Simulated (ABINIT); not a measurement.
# CdSe (Cadmoselite) (P6_3mc) in ABINIT: notebook

One crystal, CdSe (Cadmoselite), is run at these levels: LDA-VWN, RPBE, LDA-Teter, LDA; tasks: band structure.

Program: ABINIT 10.8.3 (patched build). These are calculated values, not measurements. Logs are shortened: lines on timing, memory, paths and dates and some standing lists are left out, and cuts for length are marked. The log counts tension as positive stress, the text compression.

**The experiment to reproduce.**

From a printed reference work, data compilation, for a bulk crystal of CdSe at 2 K: band gap 1.841 eV.

The runs below are set against these values where they give the same quantity.

### Step 1. Starting point

The structure is hexagonal, space group P6_3mc (No. 186). Conventional cell: a = 4.300 Å, b = 4.300 Å, c = 7.020 Å, α = 90.00°, β = 90.00°, γ = 120.00°. Cd (site symmetry 3m) has 4 Se at 2.61 to 2.70 Å as nearest neighbours. Around Se (site symmetry 3m) lie 4 Cd at 2.61 to 2.70 Å.

### Step 2. Band structure, LDA-VWN

run.abi

```
# Datasets: ground state, then fixed potential
ndtset 2

# Pseudopotentials
pp_dirpath "./"
pseudos "Cd.LDA_PW-JTH.xml, Se.LDA_PW-JTH.xml"

# Structure
acell 4.3 4.3 7.02 Angstrom
rprim
     1.0000000000     0.0000000000     0.0000000000
    -0.5000000000     0.8660254038     0.0000000000
     0.0000000000     0.0000000000     1.0000000000
ntypat 2
znucl 48 34
natom 4
typat 1 1 2 2
xred
     0.6666666667     0.3333333333     0.5000000000
     0.3333333333     0.6666666667     0.0000000000
     0.6666666667     0.3333333333     0.8850000000
     0.3333333333     0.6666666667     0.3850000000

# Plane-wave basis
ecut 17.0
pawecutdg 34.0

# Exchange and correlation
ixc -1007

# Bands and occupations
occopt 3
tsmear 0.05 eV

# SCF cycle
nstep 100

# Output
iomode 3
prtwf 0
prteig 0
prtebands 0
prtden1 1
prtvha1 1
prtvclmb1 1
prtpot1 1

# Dataset 1
kptopt1 1
ngkpt1 7 7 4
nshiftk1 1
shiftk1 0.0 0.0 0.0
nband1 22
tolvrs1 1.0e-9

# Dataset 2: bands along G-M-K-G-A-L-H-A
iscf2 -2
getden2 1
nband2 26
nbdbuf2 2
tolwfr2 1.0e-12
kptopt2 -7
ndivsm2 8
prteig2 1
prtvol2 -3
kptbounds2
     0.0000000000     0.0000000000     0.0000000000
     0.5000000000     0.0000000000     0.0000000000
     0.3333333333     0.3333333333     0.0000000000
     0.0000000000     0.0000000000     0.0000000000
     0.0000000000     0.0000000000     0.5000000000
     0.5000000000     0.0000000000     0.5000000000
     0.3333333333     0.3333333333     0.5000000000
     0.0000000000     0.0000000000     0.5000000000
```

Potentials or basis: JTH PAW LDA v2.0.

Command:

```bash
abinit run.abi > log 2>&1
```

run.abo:

```text
.Version 10.8.3 of ABINIT
 DATASET    1 : space group P6_3 m c (#186); Bravais hP (primitive hexag.)
================================================================================
 Values of the parameters that define the memory need for DATASET  1.
     intxc =       0    ionmov =       0      iscf =      17    lmnmax =      18
     lnmax =       6     mgfft =      50  mpssoang =       3    mqgrid =    3483
     natom =       4  nloc_mem =       2    nspden =       1   nspinor =       1
    nsppol =       1      nsym =      12    n1xccc =       1    ntypat =       2
    occopt =       3   xclevel =       1
       mpw =        2563          nfft =       51200          nkpt =          24
 PAW method is used; the additional fine FFT grid is defined by:
   mgfftf=        72    nfftf =    145800
================================================================================
================================================================================

 DATASET    2 : space group P6_3 m c (#186); Bravais hP (primitive hexag.)
================================================================================
 Values of the parameters that define the memory need for DATASET  2.
     intxc =       0    ionmov =       0      iscf =      -2    lmnmax =      18
     lnmax =       6     mgfft =      50  mpssoang =       3    mqgrid =    3483
     natom =       4  nloc_mem =       2    nspden =       1   nspinor =       1
    nsppol =       1      nsym =      12    n1xccc =       1    ntypat =       2
    occopt =       3   xclevel =       1
       mpw =        2575          nfft =       51200          nkpt =          91
 PAW method is used; the additional fine FFT grid is defined by:
   mgfftf=        72    nfftf =    145800
================================================================================
================================================================================

--------------------------------------------------------------------------------
------------- Echo of variables that govern the present computation ------------
--------------------------------------------------------------------------------
 -outvars: echo values of preprocessed input variables --------
            acell      8.1258223414E+00  8.1258223414E+00  1.3265877404E+01 Bohr
              amu      1.12411000E+02  7.89600000E+01
             ecut      1.70000000E+01 Hartree
           getden1          0
           getden2          1
             iscf1         17
             iscf2         -2
              ixc       -1007
           jdtset        1    2
           kptopt1          1
[... 1261 lines left out ...]

 ----iterations are completed or convergence reached----

 Mean square residual over all n,k,spin=   66.381E-14; max=  99.997E-14
 reduced coordinates (array xred) for    4 atoms
       0.666666666667      0.333333333333      0.500000000000
       0.333333333333      0.666666666667      0.000000000000
       0.666666666667      0.333333333333      0.885000000000
       0.333333333333      0.666666666667      0.385000000000

 cartesian coordinates (angstrom) at end:
    1      2.15000000000000     1.24130307878000     3.51000000000000
    2      0.00000000000000     2.48260615756000     0.00000000000000
    3      2.15000000000000     1.24130307878000     6.21270000000000
    4      0.00000000000000     2.48260615756000     2.70270000000000
 length scales=  8.125822341403  8.125822341403 13.265877403873 bohr
              =  4.300000000000  4.300000000000  7.020000000000 angstroms
 Eigenvalues (hartree) for nkpt=  91  k points:
 kpt#   1, nband= 26, wtk=  1.00000, kpt=  0.0000  0.0000  0.0000 (reduced coord)
  -0.41964   -0.40582   -0.24513   -0.24513   -0.24309   -0.24309   -0.24280   -0.23183
  -0.23183   -0.22934   -0.22934   -0.21927   -0.11267    0.01958    0.01958    0.04588
   0.04650    0.04650    0.06191    0.11587    0.25753    0.25753    0.26677    0.29933
   0.29933    0.32086
 kpt#   2, nband= 26, wtk=  1.00000, kpt=  0.0333  0.0000  0.0000 (reduced coord)
  -0.41951   -0.40575   -0.24507   -0.24506   -0.24303   -0.24302   -0.24274   -0.23185
  -0.23183   -0.22939   -0.22933   -0.21920   -0.11241    0.01711    0.01899    0.03883
   0.04612    0.04615    0.06890    0.11834    0.25560    0.25830    0.26758    0.29812
   0.30036    0.32004
 kpt#   3, nband= 26, wtk=  1.00000, kpt=  0.0667  0.0000  0.0000 (reduced coord)
  -0.41910   -0.40555   -0.24490   -0.24484   -0.24285   -0.24281   -0.24255   -0.23193
  -0.23185   -0.22955   -0.22930   -0.21898   -0.11163    0.01038    0.01727    0.02712
   0.04510    0.04525    0.08020    0.12500    0.25078    0.26055    0.26955    0.29491
   0.30341    0.31769
 kpt#   4, nband= 26, wtk=  1.00000, kpt=  0.1000  0.0000  0.0000 (reduced coord)
  -0.41845   -0.40523   -0.24463   -0.24447   -0.24258   -0.24248   -0.24221   -0.23205
[... 424 lines left out ...]
  -0.41228   -0.41228   -0.24400   -0.24400   -0.24397   -0.24397   -0.23584   -0.23584
  -0.23045   -0.23045   -0.23029   -0.23029   -0.05175   -0.05175    0.02533    0.02533
   0.03041    0.03041    0.13235    0.13235    0.24473    0.24473    0.27511    0.27511
   0.27670    0.27670
 kpt#  90, nband= 26, wtk=  1.00000, kpt=  0.0196  0.0196  0.5000 (reduced coord)
  -0.41260   -0.41260   -0.24419   -0.24419   -0.24419   -0.24419   -0.23587   -0.23587
  -0.23044   -0.23044   -0.23041   -0.23041   -0.05118   -0.05118    0.03050    0.03050
   0.03194    0.03194    0.12636    0.12636    0.25081    0.25081    0.27277    0.27277
   0.27340    0.27340
 kpt#  91, nband= 26, wtk=  1.00000, kpt=  0.0000  0.0000  0.5000 (reduced coord)
  -0.41271   -0.41271   -0.24426   -0.24426   -0.24426   -0.24426   -0.23588   -0.23588
  -0.23044   -0.23044   -0.23044   -0.23044   -0.05101   -0.05101    0.03246    0.03246
   0.03246    0.03246    0.12413    0.12413    0.25354    0.25354    0.27183    0.27183
   0.27183    0.27183

== END DATASET(S) ==============================================================
================================================================================

 -outvars: echo values of variables after computation  --------
            acell      8.1258223414E+00  8.1258223414E+00  1.3265877404E+01 Bohr
           etotal1    -1.1479389450E+02
            fcart1    -2.6509516059E-28 -1.5305276232E-28  4.9637964634E-03
                       2.6509516059E-28  1.5305276232E-28  4.9637964634E-03
                      -2.6509516059E-28 -1.5305276232E-28 -4.9637964634E-03
                       2.6509516059E-28  1.5305276232E-28 -4.9637964634E-03
            rprim      1.0000000000E+00  0.0000000000E+00  0.0000000000E+00
                      -5.0000000000E-01  8.6602540380E-01  0.0000000000E+00
                       0.0000000000E+00  0.0000000000E+00  1.0000000000E+00
           strten1     5.3969319240E-05  5.3969318988E-05  1.0834195902E-04
                       0.0000000000E+00  0.0000000000E+00  0.0000000000E+00
           xangst      2.1500000000E+00  1.2413030788E+00  3.5100000000E+00
                       8.4494064756E-17  2.4826061576E+00  0.0000000000E+00
                       2.1500000000E+00  1.2413030788E+00  6.2127000000E+00
                       8.4494064756E-17  2.4826061576E+00  2.7027000000E+00
             xred      6.6666666667E-01  3.3333333333E-01  5.0000000000E-01
                       3.3333333333E-01  6.6666666667E-01  0.0000000000E+00
                       6.6666666667E-01  3.3333333333E-01  8.8500000000E-01
                       3.3333333333E-01  6.6666666667E-01  3.8500000000E-01
 Calculation completed.
```

Wall time 6.7 min (1 thread of Arm Neoverse V1, shared host); peak memory 0.19 GiB.

What came out:

| Item | Value |
| --- | --- |
| Free energy | -3123.7010 eV |
| Largest force | 0.255 eV/Å |
| Band gap on the k mesh | 0.42 eV, direct |
| Valence electrons inside the program's atomic spheres | Cd 10.46; Se 3.95 |

Forces on the atoms (eV/Å):
```
Cd   0.000  0.000  0.255
Cd   0.000  0.000  0.255
Se   0.000  0.000 -0.255
Se   0.000  0.000 -0.255
```

Levels at the corners of the path, in eV from the valence-band top:
```tsv
point	band 16	band 17	band 18	band 19	band 20	band 21
Γ	-0.02	0.00	0.00	0.42	1.89	5.74
M	-1.89	-1.27	-0.85	3.03	3.12	4.64
K	-1.83	-1.83	-1.82	4.21	4.64	4.64
Γ	-0.02	0.00	0.00	0.42	1.89	5.74
A	-0.38	-0.38	-0.38	2.11	2.11	5.63
L	-1.41	-1.32	-1.32	2.78	2.78	4.64
H	-2.54	-1.08	-1.08	3.61	3.61	5.73
A	-0.38	-0.38	-0.38	2.11	2.11	5.63
```

### Step 3. Band structure, RPBE

Edit run.abi of step 2 so:

```diff
@@ -5,3 +5,3 @@
 pp_dirpath "./"
-pseudos "Cd.LDA_PW-JTH.xml, Se.LDA_PW-JTH.xml"
+pseudos "Cd.GGA_PBE-JTH.xml, Se.GGA_PBE-JTH.xml"
 
@@ -17,7 +17,7 @@
 typat 1 1 2 2
-xred
-     0.6666666667     0.3333333333     0.5000000000
-     0.3333333333     0.6666666667     0.0000000000
-     0.6666666667     0.3333333333     0.8850000000
-     0.3333333333     0.6666666667     0.3850000000
+xcart
+     2.1500000002     1.2413030786     3.5100000000
+    -0.0000000002     2.4826061577     0.0000000000
+     2.1500000002     1.2413030786     6.2127000000
+    -0.0000000002     2.4826061577     2.7027000000 Angstrom
 
@@ -28,3 +28,3 @@
 # Exchange and correlation
-ixc -1007
+ixc 15
 
@@ -42,6 +42,4 @@
 prtebands 0
+enunit 1
 prtden1 1
-prtvha1 1
-prtvclmb1 1
-prtpot1 1
 
@@ -62,5 +60,4 @@
 kptopt2 -7
-ndivsm2 8
+ndivsm2 5
 prteig2 1
-prtvol2 -3
 kptbounds2
```

Potentials or basis: JTH PAW PBE v2.0.

Command:

```bash
abinit run.abi > log 2>&1
```

run.abo:

```text
.Version 10.8.3 of ABINIT
 DATASET    1 : space group P6_3 m c (#186); Bravais hP (primitive hexag.)
================================================================================
 Values of the parameters that define the memory need for DATASET  1.
     intxc =       0    ionmov =       0      iscf =      17    lmnmax =      18
     lnmax =       6     mgfft =      50  mpssoang =       3    mqgrid =    3483
     natom =       4  nloc_mem =       2    nspden =       1   nspinor =       1
    nsppol =       1      nsym =      12    n1xccc =       1    ntypat =       2
    occopt =       3   xclevel =       2
       mpw =        2563          nfft =       51200          nkpt =          24
 PAW method is used; the additional fine FFT grid is defined by:
   mgfftf=        72    nfftf =    145800
================================================================================
================================================================================

 DATASET    2 : space group P6_3 m c (#186); Bravais hP (primitive hexag.)
================================================================================
 Values of the parameters that define the memory need for DATASET  2.
     intxc =       0    ionmov =       0      iscf =      -2    lmnmax =      18
     lnmax =       6     mgfft =      50  mpssoang =       3    mqgrid =    3483
     natom =       4  nloc_mem =       2    nspden =       1   nspinor =       1
    nsppol =       1      nsym =      12    n1xccc =       1    ntypat =       2
    occopt =       3   xclevel =       2
       mpw =        2563          nfft =       51200          nkpt =          56
 PAW method is used; the additional fine FFT grid is defined by:
   mgfftf=        72    nfftf =    145800
================================================================================
================================================================================

[... 941 lines left out ...]
              =  4.300000000000  4.300000000000  7.020000000000 angstroms
 Eigenvalues (   eV  ) for nkpt=  56  k points:
 kpt#   1, nband= 26, wtk=  1.00000, kpt=  0.0000  0.0000  0.0000 (reduced coord)
 -10.94533  -10.58114   -6.32939   -6.32939   -6.27400   -6.27400   -6.26864   -5.97610
  -5.97610   -5.91133   -5.91133   -5.62465   -2.57742    0.89768    0.89768    1.59850
   1.60929    1.60929    2.47529    3.84641    7.57426    7.57426    7.82501    8.67247
   8.67247    9.52660
 kpt#   2, nband= 26, wtk=  1.00000, kpt=  0.0556  0.0000  0.0000 (reduced coord)
 -10.93539  -10.57618   -6.32519   -6.32359   -6.26942   -6.26878   -6.26388   -5.97790
  -5.97642   -5.91504   -5.91068   -5.61917   -2.55818    0.73535    0.85508    1.29861
   1.58338    1.58349    2.76916    4.00892    7.45979    7.63042    7.87939    8.59861
   8.75022    9.45981
 kpt#   3, nband= 26, wtk=  1.00000, kpt=  0.1111  0.0000  0.0000 (reduced coord)
 -10.90649  -10.56205   -6.31320   -6.30599   -6.25681   -6.25381   -6.24782   -5.98281
  -5.97691   -5.92450   -5.90896   -5.60361   -2.50298    0.33660    0.73725    0.77483
   1.50880    1.51922    3.26012    4.39331    7.22105    7.78496    7.97668    8.46261
   8.97491    9.28213
 kpt#   4, nband= 26, wtk=  1.00000, kpt=  0.1667  0.0000  0.0000 (reduced coord)
 -10.86140  -10.54097   -6.29528   -6.28049   -6.23260   -6.23061   -6.22095   -5.99042
[... 249 lines left out ...]
 -10.73543  -10.73543   -6.28951   -6.28951   -6.28638   -6.28638   -6.07030   -6.07030
  -5.94025   -5.94025   -5.92817   -5.92817   -0.96332   -0.96332    0.86702    0.86702
   1.11076    1.11076    4.50827    4.50827    7.10382    7.10382    8.11100    8.11100
   8.23957    8.23957
 kpt#  55, nband= 26, wtk=  1.00000, kpt=  0.0303  0.0303  0.5000 (reduced coord)
 -10.75524  -10.75524   -6.30137   -6.30137   -6.30091   -6.30091   -6.07207   -6.07207
  -5.94030   -5.94030   -5.93742   -5.93742   -0.91952   -0.91952    1.12710    1.12710
   1.20669    1.20669    4.19311    4.19311    7.39363    7.39363    8.00561    8.00561
   8.05192    8.05192
 kpt#  56, nband= 26, wtk=  1.00000, kpt=  0.0000  0.0000  0.5000 (reduced coord)
 -10.76207  -10.76207   -6.30551   -6.30551   -6.30551   -6.30551   -6.07263   -6.07263
  -5.94018   -5.94018   -5.94018   -5.94018   -0.90815   -0.90815    1.23885    1.23885
   1.23885    1.23885    4.06404    4.06404    7.56529    7.56529    7.94610    7.94610
   7.94610    7.94610

== END DATASET(S) ==============================================================
================================================================================

 -outvars: echo values of variables after computation  --------
            acell      8.1258223414E+00  8.1258223414E+00  1.3265877404E+01 Bohr
           etotal1    -1.1419319731E+02
            fcart1     3.9764274089E-28 -7.6526381162E-29  5.6489115992E-03
                      -1.3254758030E-28 -3.8263190581E-28  5.6489115992E-03
                      -3.9764274089E-28  6.8873743046E-28 -5.6489115992E-03
                       1.3254758030E-28 -2.2957914349E-28 -5.6489115992E-03
            rprim      1.0000000000E+00  0.0000000000E+00  0.0000000000E+00
                      -5.0000000000E-01  8.6602540380E-01  0.0000000000E+00
                       0.0000000000E+00  0.0000000000E+00  1.0000000000E+00
           strten1    -1.8700539371E-04 -1.8700539396E-04 -1.1308119290E-04
                       0.0000000000E+00  0.0000000000E+00  0.0000000000E+00
           xangst      2.1500000000E+00  1.2413030788E+00  3.5100000000E+00
                       1.2398127381E-16  2.4826061575E+00  0.0000000000E+00
                       2.1500000000E+00  1.2413030788E+00  6.2127000000E+00
                       1.2398127381E-16  2.4826061575E+00  2.7027000000E+00
             xred      6.6666666666E-01  3.3333333333E-01  5.0000000000E-01
                       3.3333333333E-01  6.6666666666E-01  0.0000000000E+00
                       6.6666666666E-01  3.3333333333E-01  8.8500000000E-01
                       3.3333333333E-01  6.6666666666E-01  3.8500000000E-01
 Calculation completed.
```

Run time: 3.4 min. Hardware: 1 thread of Arm Neoverse V1, shared host; peak memory 0.17 GiB.

What came out:

| Item | Value |
| --- | --- |
| Free energy | -3107.3552 eV |
| Largest force | 0.290 eV/Å |
| Band gap on the k mesh | 0.87 eV, direct |
| Valence electrons inside the program's atomic spheres | Cd 10.45; Se 3.98 |

Forces in eV/Å, atoms in the order of the input:
```
Cd   0.000  0.000  0.290
Cd   0.000  0.000  0.290
Se   0.000  0.000 -0.290
Se   0.000  0.000 -0.290
```

Levels at the corners of the path, in eV from the valence-band top:
| point | band 14 | band 15 | band 16 | band 17 | band 18 | band 19 | band 20 | band 21 | band 22 | band 23 |
| --- | --- | --- | --- | --- | --- | --- | --- | --- | --- | --- |
| Γ | -0.71 | -0.71 | -0.01 | 0.00 | 0.00 | 0.87 | 2.24 | 5.96 | 5.96 | 6.22 |
| M | -3.68 | -2.53 | -1.84 | -1.21 | -0.83 | 3.33 | 3.44 | 4.96 | 6.26 | 6.74 |
| K | -3.81 | -3.02 | -1.77 | -1.77 | -1.76 | 4.57 | 4.85 | 4.85 | 7.17 | 7.17 |
| Γ | -0.71 | -0.71 | -0.01 | 0.00 | 0.00 | 0.87 | 2.24 | 5.96 | 5.96 | 6.22 |
| A | -2.52 | -0.37 | -0.37 | -0.37 | -0.37 | 2.45 | 2.45 | 5.96 | 5.96 | 6.34 |
| L | -4.19 | -1.37 | -1.37 | -1.28 | -1.28 | 3.13 | 3.13 | 4.89 | 4.89 | 7.95 |
| H | -4.09 | -2.45 | -2.45 | -1.05 | -1.05 | 3.90 | 3.90 | 6.11 | 6.11 | 6.30 |
| A | -2.52 | -0.37 | -0.37 | -0.37 | -0.37 | 2.45 | 2.45 | 5.96 | 5.96 | 6.34 |

Caveat: the PAW data sets were made with another functional, which shifts forces and pressure a little.

(Part 1 of 2 ends here.)
